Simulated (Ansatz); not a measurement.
Method: Ansatz 0.2.0, DFT PBE, scalar-relativistic, plane waves, PAW. Settings: cutoff 420 eV, Γ-centred meshes spaced at most about 0.3 Å⁻¹, and about 0.25 Å⁻¹ or finer for metals (2π included), Gaussian smearing. No spin polarisation in the final relaxations.

Temperature and zero-point effects are left out.

Compare these two cells of Si3C2, each relaxed at this level.

1.

```yaml
crystal:
  lattice:
    - [1.47649, 0.85245, 6.58738]
    - [-1.47649, 0.85245, 6.58738]
    - [0.00000, -1.70490, 6.58738]
  atoms:
    - { symbol: Si, position: [0.28427, 0.28427, 0.28427] }
    - { symbol: Si, position: [0.50000, 0.50000, 0.50000] }
    - { symbol: Si, position: [0.71573, 0.71573, 0.71573] }
    - { symbol: C, position: [0.89654, 0.89654, 0.89654] }
    - { symbol: C, position: [0.10346, 0.10346, 0.10346] }
```

2.

```yaml
crystal:
  lattice:
    - [2.90956, 0.00000, 0.00000]
    - [-1.45478, 2.51975, 0.00000]
    - [0.00000, 0.00000, 14.46925]
  atoms:
    - { symbol: Si, position: [0.33333, 0.66667, 0.41618] }
    - { symbol: Si, position: [0.33333, 0.66667, 0.58382] }
    - { symbol: Si, position: [0.66667, 0.33333, 0.91486] }
    - { symbol: Si, position: [0.66667, 0.33333, 0.08514] }
    - { symbol: Si, position: [0.66667, 0.33333, 0.25894] }
    - { symbol: Si, position: [0.66667, 0.33333, 0.74106] }
    - { symbol: C, position: [0.33333, 0.66667, 0.80173] }
    - { symbol: C, position: [0.33333, 0.66667, 0.00000] }
    - { symbol: C, position: [0.33333, 0.66667, 0.19827] }
    - { symbol: C, position: [0.66667, 0.33333, 0.50000] }
```

Task: Which is lower in energy, and by how much?

Result: Cell 1 is lower, by 201 meV/atom. Cell 1 has the anti-tetradymite type, space group R-3m (No. 166), 9.9 Å³/atom and no gap on its mesh; cell 2 has space group P-6m2 (No. 187), 10.6 Å³/atom and no gap. Counting C atoms around Si (those within 1.25 times the shortest such distance or 1.15 times the sum of covalent radii; a plus sign parts nearer from farther groups; a slash parts the counts of unlike sites), cell 1 has Si 3/6 and cell 2 has Si 3/3+3. Cell 2 holds Si–Si units of three or more atoms (shortest 2.43 Å); in cell 1 the shortest Si–Si distance is 2.58 Å, near bonding range too. Even the lower one lies +0.56 eV/atom against the reference forms of the elements (uncorrected), so neither is stable at this level. In cell 1, Si on a site of symmetry 3m has 3 C at 2.02 Å; Si on a site of symmetry -3m has 6 C at 2.11 Å; C has 6 Si at 2.02–2.11 Å. In cell 2, around Si on its first site lie 3 C at 2.07 Å and 1 Si at 2.43 Å; Si on its second site has 3 C at 2.08 Å, 3 C at 2.35 Å and 2 Si at 2.46–2.51 Å; around C on a site of symmetry 3m lie 3 Si at 1.90 Å and 3 Si at 2.35 Å; 3 more sites not described. Both come from invented guesses. A third cell relaxed alike, in P6_3/mmc, lies 59 meV/atom below the lower of the two.

Weakly bound directions are ill-defined at this level, which has no dispersion term (P-6m2), and this can change margins and order among such cells. Cells relaxed within their symmetry can be saddle points.
